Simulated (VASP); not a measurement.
Here is a VASP 6.6.1 calculation.

POSCAR

```
Si
1.0
    2.6205428149      0.0000000000      0.0000000000
   -1.3102714075      2.2694566494      0.0000000000
    0.0000000000      0.0000000000      2.4663543900
Si
1
Direct
    0.0000000000      0.0000000000      0.0000000000
```

File INCAR.step1:

```
PREC = Accurate
ENCUT = 600
EDIFF = 1E-5
ISMEAR = -1
SIGMA = 0.05
LREAL = False
LASPH = True
NELM = 80
ALGO = Normal
LWAVE = True
LCHARG = False
GGA = PE
```

File INCAR.step2:

```
PREC = Accurate
ENCUT = 600
EDIFF = 1E-6
ISMEAR = -1
SIGMA = 0.05
LREAL = False
LASPH = True
NELM = 80
ALGO = Normal
ISIF = 3
LWAVE = False
LCHARG = False
GGA = PS
LHFCALC = True
HFSCREEN = 0.2
PRECFOCK = Fast
IBRION = 2
NSW = 40
EDIFFG = -0.01
ISTART = 1
```

The input KPOINTS:

```
regular mesh
0
Gamma
  6 6 6
```

Potentials or basis: VASP PAW PBE potentials, release 64 (Si).

Run with:

```sh
$ cat potpaw_PBE.64/Si/POTCAR > POTCAR
$ cp INCAR.step1 INCAR
$ mpirun -np 1 vasp_std > vasp.out
$ cp INCAR.step2 INCAR
$ mpirun -np 1 vasp_std > vasp.out
```

Task: What does it give for the space group after relaxing (to 0.05 Å)?

Result: P6/mmm (No. 191).

Task: Predict the relaxed volume.

Result: 14.78 Å³/atom.

Final structure:
```
CELL_PARAMETERS angstrom
2.61421 0.00000 0.00000
-1.30711 2.26398 0.00000
0.00000 0.00000 2.49725
ATOMIC_POSITIONS crystal
Si 0.00000 0.00000 0.00000
```

Caveat: the k mesh is coarse (spacing up to 0.46 Å⁻¹), so the values aren't converged, least of all with exact exchange; the PAW data sets were made with another functional, which shifts forces and pressure a little.
